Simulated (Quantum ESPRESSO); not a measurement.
BP:

```
CELL_PARAMETERS angstrom
0.00000 2.26900 2.26900
2.26900 0.00000 2.26900
2.26900 2.26900 0.00000
ATOMIC_POSITIONS crystal
P 0.75000 0.75000 0.75000
B 0.00000 0.00000 0.00000
```

| Property | Result |
| --- | --- |
| Program | Quantum ESPRESSO 7.5 |
| Task | phonons |
| Functional | vdW-DF-cx |
| Potentials or basis | PseudoDojo 0.4.1 SR PBE standard |
| Cutoff | 1034 eV |
| Density cutoff | 4136 eV |
| k mesh | 8 × 8 × 8, shifted |
| Occupations | fermi-dirac, width 0.05 eV |
| Spin | no spin polarisation |
| Mixing beta | 0.5 |
| Most SCF iterations | 120 |
| SCF threshold | 4e-10 Ry |

The first run showed a gap, so the response started from a second, tighter run with fixed occupations.

Problem. How polar is the lattice: what are the Born charges, the two dielectric constants and the LO-TO splitting?

Solution. Born charges ±0.51 e; dielectric constants 9.19 (electrons alone) and 9.30 (static); transverse and longitudinal modes at 804 and 809 cm⁻¹.
